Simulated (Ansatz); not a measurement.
Runs of Ansatz 0.2.0 on CaO. The structure is cubic, space group Fm-3m (No. 225). Conventional cell: a = 4.807 Å, b = 4.807 Å, c = 4.807 Å, α = 90.00°, β = 90.00°, γ = 90.00°. Ca (site symmetry m-3m) is surrounded by 6 O at 2.40 Å. O (site symmetry m-3m) is surrounded by 6 Ca at 2.40 Å. The cell is a database's computed one.

```tsv
task	level	k mesh	cutoff (eV)	smearing	basis error allowed	mesh quality	gap on the mesh (eV)	pressure (GPa)
band structure	PBEsol	10 × 10 × 10	246	fermi-dirac 0.05 eV	0.001 eV/atom	not flagged	3.55	(a)
single point	PBE	10 × 10 × 10	246	gaussian 0.017 eV	0.001 eV/atom	not flagged	3.65	1.6
single point	PBE	10 × 10 × 10	246	gaussian 0.024 eV	0.001 eV/atom	not flagged	3.65	1.6
single point	PBE	5 × 5 × 5	216	fermi-dirac 0.03 eV	0.003 eV/atom	coarse	3.83	1.6
single point	PBE	10 × 10 × 10	246	gaussian 0.028 eV	0.001 eV/atom	not flagged	3.65	1.6
```

Alike in all rows: potentials or basis all-electron LAPW, scalar-relativistic; no spin polarisation; cell as given.

**Question.** Fill in the values left out.

**Answer.** (a) -2.7.

Caveats: some runs use coarse meshes; an odd mesh through Γ misses points on the zone boundary, where band edges often lie (some runs).

The runs don't all hold the same shells in valence.
